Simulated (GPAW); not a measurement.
# BAs (F-43m) in GPAW: notebook, part 2 of 2

GPAW 26.7.0. The steps go on from the part before.

## Step 3: Equation of state, LDA

run.py reads:

```python
from ase.eos import EquationOfState
from ase.io import Trajectory, read
from ase.units import GPa
from gpaw import GPAW, PW, setup_paths

setup_paths.insert(0, '.')

atoms = read('POSCAR')

traj = Trajectory('eos.traj', 'w')
volumes, energies = [], []
for x in [0.94, 0.96, 0.98, 1.0, 1.02, 1.04, 1.06]:
    a = atoms.copy()
    a.set_cell(atoms.cell * x**(1 / 3), scale_atoms=True)
    calc = GPAW(mode=PW(800),
                xc='LDA',
                kpts={'size': (8, 8, 8), 'gamma': True},
                occupations={'name': 'fermi-dirac', 'width': 0.05},
                nbands=11,
                convergence={'density': 1e-05, 'energy': 1e-05},
                maxiter=150,
                txt=f'eos-{x:.2f}.txt')
    a.calc = calc
    energies.append(a.get_potential_energy(force_consistent=True))
    volumes.append(a.get_volume())
    p = -a.get_stress()[:3].mean() / GPa
    calc.write(f'eos-{x:.2f}.gpw')
    traj.write(a)
    print(f'{x:.2f} {volumes[-1]:10.4f} A^3 {energies[-1]:14.6f} eV {p:9.3f} GPa', flush=True)

v0, e0, B = EquationOfState(volumes, energies, eos='birchmurnaghan').fit()
print(f'V0 = {v0:.4f} A^3, E0 = {e0:.6f} eV, B0 = {B / GPa:.2f} GPa')
```

POSCAR reads:

```
BAs
1.0
    0.0000000000      2.3885000000      2.3885000000
    2.3885000000      0.0000000000      2.3885000000
    2.3885000000      2.3885000000      0.0000000000
As B
1 1
Direct
    0.7500000000      0.7500000000      0.7500000000
    0.0000000000      0.0000000000      0.0000000000
```

Potentials or basis: PAW data sets generated in the run's folder for this functional, pw.

Command:

```bash
> gpaw-setup -f LDA As B
> OMP_NUM_THREADS=1 python run.py
```

Standard output:

```text
__  _  _
 | _ |_)|_||  |
 |__||  | ||/\| - 26.7.0

Input parameters:
  mode=PW(ecut=800.0),
  convergence={'density': 1e-05, 'energy': 1e-05},
  kpts=MonkhorstPack(size=(8, 8, 8), gamma=True),
  maxiter=150,
  nbands=11,
  occupations=Occupations(name='fermi-dirac', width=0.05),
  xc=XC(name='LDA')

Diagonalizing LCAO Hamiltonian
Converting LCAO to pw mode

                  As

       B

Atoms  # Å, Bohr magnetons
|   | symbol |        x |        y |        z |    initial magnetic moments |
|---|--------|----------|----------|----------|-----------------------------|
| 0 |     As | 3.509612 | 3.509612 | 3.509612 | ( 0.0000,  0.0000,  0.0000) |
| 1 |      B | 0.000000 | 0.000000 | 0.000000 | ( 0.0000,  0.0000,  0.0000) |

Unit cell  # Å
| periodic |        x |        y |        z |  lengths |    angles |
|----------|----------|----------|----------|----------|-----------|
|      yes | 0.000000 | 2.339741 | 2.339741 | 3.308894 | 60.000000 |
|      yes | 2.339741 | 0.000000 | 2.339741 | 3.308894 | 60.000000 |
[... 174 lines left out ...]
Converged in 9 steps
Energy contributions relative to reference atoms: (reference = -62082.522102)

Energy contributions:
  Kinetic:          27.788284
  Coulomb:         -24.103173
  Zero:              0.000445
  External:          0.000000
  Xc:              -16.600264
  Entropy:          -0.000000
  Spinorbit:         0.000000
  ----------------------------
  Free energy:     -12.914708
  Extrapolated:    -12.914708

dipole moment: (-3.061898, -3.061898, -3.061898)  # |e|*Ang

Fermi level: 9.035
Eigenvalues  # (at kpt = [0.000, 0.000, 0.000])
| band index |      eig [eV] | occ [0-2] |
|------------|---------------|-----------|
|          0 |        -7.451 |     2.000 |
|          1 |         8.506 |     2.000 |
|          2 |         8.506 |     2.000 |
|          3 |         8.506 |     2.000 |
|          4 |        11.861 |     0.000 |
|          5 |        11.861 |     0.000 |
|          6 |        11.861 |     0.000 |
|          7 |        14.026 |     0.000 |
|          8 |        18.261 |     0.000 |
|          9 |        21.960 |     0.000 |
|         10 |        22.004 |     0.000 |

Gap: 1.095 eV
Transition (v -> c):
  (s=0, k=0, n=3, [0.00, 0.00, 0.00]) -> (s=0, k=12, n=4, [0.38, 0.38, 0.00])
Direct/indirect transitions are different
Direct gap: 3.356 eV
Transition at: (s=0, k=0, n=3, [0.00, 0.00, 0.00])

Stress tensor  # eV/Ang^3
|         x |         y |         z |
|-----------|-----------|-----------|
| -0.037516 | -0.000000 |  0.000000 |
| -0.000000 | -0.037516 |  0.000000 |
|  0.000000 |  0.000000 | -0.037516 |

# Writing to eos-0.94.gpw (mode='')
```

stdout:

```text
0.94    25.6173 A^3     -12.914708 eV     6.011 GPa
0.96    26.1624 A^3     -12.929546 eV     2.522 GPa
0.98    26.7074 A^3     -12.933092 eV    -0.620 GPa
1.00    27.2525 A^3     -12.926468 eV    -3.450 GPa
1.02    27.7975 A^3     -12.910715 eV    -5.998 GPa
1.04    28.3426 A^3     -12.886712 eV    -8.292 GPa
1.06    28.8876 A^3     -12.855304 eV   -10.355 GPa
V0 = 26.6161 A^3, E0 = -12.933234 eV, B0 = 148.31 GPa
```

eos-0.98.txt:

```text
SCF iterations
|iter     | |      energy | eigst |  dens |
|---------|-|-------------|-------|-------|
|iter:   1| |  -13.622517 | -0.23 |       |
|iter:   2| |  -13.489366 | -2.27 | -0.71 |
|iter:   3| |  -12.942130 | -1.71 | -0.75 |
|iter:   4| |  -12.933514 | -3.21 | -1.46 |
|iter:   5| |  -12.933100 | -4.16 | -1.93 |
|iter:   6| |  -12.933092 | -5.41 | -2.63 |
[... 39 lines left out ...]
  (s=0, k=0, n=3, [0.00, 0.00, 0.00]) -> (s=0, k=12, n=4, [0.38, 0.38, 0.00])
Direct/indirect transitions are different
Direct gap: 3.297 eV
Transition at: (s=0, k=0, n=3, [0.00, 0.00, 0.00])

Stress tensor  # eV/Ang^3
|        x |        y |        z |
|----------|----------|----------|
| 0.003869 | 0.000000 | 0.000000 |
| 0.000000 | 0.003869 | 0.000000 |
| 0.000000 | 0.000000 | 0.003869 |

# Writing to eos-0.98.gpw (mode='')
```

It took 23 s on 1 thread of AMD EPYC 9R45 (Zen 5), shared host; peak memory 0.22 GiB.

Results:

* Equilibrium volume: 13.31 Å³/atom
* Bulk modulus: 148 GPa
* Pressure derivative of the bulk modulus: 4.2

Energy against volume, from the lowest point:
| volume (Å³/atom) | energy (meV/atom) |
| --- | --- |
| 12.809 | 9.19 |
| 13.081 | 1.77 |
| 13.354 | 0.00 |
| 13.626 | 3.31 |
| 13.899 | 11.19 |
| 14.171 | 23.19 |
| 14.444 | 38.89 |

## Step 4: Band structure, revPBE, spin-orbit coupling, no magnetisation

run.py reads:

```python
import numpy as np
from ase.dft.bandgap import bandgap
from ase.io import write
from ase.spacegroup import crystal
from ase.units import GPa
from gpaw import GPAW, PW
from gpaw.spinorbit import soc_eigenstates

# As 4c
# B 4a
atoms = crystal(['As', 'B'],
                basis=[[0.25, 0.25, 0.25],
                       [0.0, 0.0, 0.0]],
                spacegroup=216, setting=1,  # F-43m
                cellpar=[4.777, 4.777, 4.777, 90.0, 90.0, 90.0],
                primitive_cell=True)

calc = GPAW(mode=PW(800),
            xc='revPBE',
            kpts={'size': (8, 8, 8), 'gamma': True},
            occupations={'name': 'fermi-dirac', 'width': 0.05},
            nbands=11,
            convergence={'density': 1e-05, 'energy': 1e-05},
            maxiter=150,
            txt='gpaw.txt')
atoms.calc = calc
energy = atoms.get_potential_energy()
forces = atoms.get_forces()
stress = atoms.get_stress()
calc.write('gs.gpw')
write('result.traj', atoms)
print(f'Energy: {energy:.6f} eV')
print('Forces (eV/A):')
print(forces.round(4))
print('Stress (GPa):', (stress / GPa).round(3))
print('Fermi level:', round(calc.get_fermi_level(), 4), 'eV')
print(f'Gap: {bandgap(calc)[0]:.4f} eV, direct: {bandgap(calc, direct=True)[0]:.4f} eV')

path = atoms.cell.bandpath('GXWKGLUWLK,UX', npoints=60, eps=1e-4)
bs_calc = calc.fixed_density(kpts=path, symmetry='off', nbands=19,
                             convergence={'bands': 'CBM+6.0', 'eigenstates': 1e-6}, txt='bands.txt')
bs = bs_calc.band_structure()
bs.write('bs.json')
print(f'Gap on the path: {bandgap(bs_calc)[0]:.4f} eV')

soc = soc_eigenstates(bs_calc, theta=54.7, phi=45)
np.savetxt('soc_bands.dat', soc.eigenvalues(), fmt='%.4f')
mesh = soc_eigenstates('gs.gpw', theta=54.7, phi=45)
np.savetxt('soc_mesh.dat', mesh.eigenvalues(), fmt='%.4f')
print('Fermi level with spin-orbit coupling:', round(mesh.fermi_level, 4), 'eV')
```

Potentials or basis: the program's PAW data sets (release 1.2.1) made for this functional, pw.

Command:

```bash
> OMP_NUM_THREADS=1 python run.py
```

It took 9.2 s on 1 thread of AMD EPYC 9R45 (Zen 5), shared host; peak memory 0.23 GiB.

The run converged. Its results:

```
Free energy             : -10.7442 eV
Pressure                : 5.3 GPa
Band gap on the k mesh  : 1.15 eV, indirect (least direct gap 3.08 eV)
Band gap along the path : 1.15 eV, indirect (least direct gap 3.08 eV)
```

Levels at the corners of the path, in eV from the valence-band top:
| point | band 5 | band 6 | band 7 | band 8 | band 9 | band 10 | band 11 | band 12 |
| --- | --- | --- | --- | --- | --- | --- | --- | --- |
| Γ | 0.00 | 0.00 | 0.00 | 0.00 | 3.08 | 3.08 | 3.30 | 3.30 |
| X | -4.22 | -4.22 | -4.08 | -4.08 | 1.37 | 1.37 | 1.42 | 1.42 |
| W | -5.63 | -5.49 | -5.26 | -5.25 | 5.23 | 5.24 | 5.94 | 5.94 |
| K | -6.07 | -5.97 | -3.56 | -3.55 | 2.00 | 2.01 | 5.51 | 5.55 |
| Γ | 0.00 | 0.00 | 0.00 | 0.00 | 3.08 | 3.08 | 3.30 | 3.30 |
| L | -1.97 | -1.97 | -1.82 | -1.82 | 2.65 | 2.65 | 4.69 | 4.69 |
| U | -6.07 | -5.97 | -3.56 | -3.55 | 2.00 | 2.01 | 5.51 | 5.55 |
| W | -5.63 | -5.49 | -5.26 | -5.25 | 5.23 | 5.24 | 5.94 | 5.94 |
| L | -1.97 | -1.97 | -1.82 | -1.82 | 2.65 | 2.65 | 4.69 | 4.69 |
| K | -6.07 | -5.97 | -3.56 | -3.55 | 2.00 | 2.01 | 5.51 | 5.55 |
| U | -6.07 | -5.97 | -3.56 | -3.55 | 2.00 | 2.01 | 5.51 | 5.55 |
| X | -4.22 | -4.22 | -4.08 | -4.08 | 1.37 | 1.37 | 1.42 | 1.42 |

Caveat: spin-orbit coupling was added after a scalar SCF, so levels and gaps hold it while energy, forces, pressure and moments don't; this program's spin-orbit splittings come out too wide for heavy elements.

## Step 5: Summary

| task | level | potentials or basis | spin | cutoff (eV) | band path | band points | spin axis theta (degrees) | spin axis phi (degrees) | soc after scf | grid spacing | V0 of scaled cells (Å³/atom) | B0 (GPa) |
| --- | --- | --- | --- | --- | --- | --- | --- | --- | --- | --- | --- | --- |
| equation of state | PBE | GPAW PAW data sets (gpaw-data 1.2.1), lcao:dzp | off | - | - | - | - | - | - | 0.18 Å | 14.02 | 130 |
| equation of state | LDA | PAW data sets generated in the run's folder for this functional, pw | off | 800 | - | - | - | - | - | - | 13.31 | 148 |
| band structure | revPBE | the program's PAW data sets (release 1.2.1) made for this functional, pw | SOC, no magnetisation | 800 | GXWKGLUWLK,UX | 60 | 54.7 | 45 | second variation | - | - | - |

Alike in all rows: cell as given; k mesh 8 × 8 × 8; smearing fermi-dirac 0.05 eV.

Caveats: the real-space grid adds noise to forces (some runs); the basis of atomic orbitals isn't converged, which shifts pressures, moduli and gaps (some runs); spin-orbit coupling was added after a scalar SCF, so levels and gaps hold it while energy, forces, pressure and moments don't (some runs); this program's spin-orbit splittings come out too wide for heavy elements (some runs).

Absolute energies hang on the potentials; compare differences alone.

## Step 6: How close it comes

Step 2. A measured bulk modulus of BAs is 148 GPa (quoted in “Basic Physical Properties of Cubic Boron Arsenide”, 2019, arxiv:1911.11281); the calculated 130 GPa misses it by -12.4 %. The fit is for a static lattice scaled at fixed shape and fixed fractional positions.

Step 3. A measured bulk modulus of BAs is 148 GPa (quoted in “Basic Physical Properties of Cubic Boron Arsenide”, 2019, arxiv:1911.11281); the calculated 148 GPa misses it by +0.2 %. The fit is for a static lattice scaled at fixed shape and fixed fractional positions.
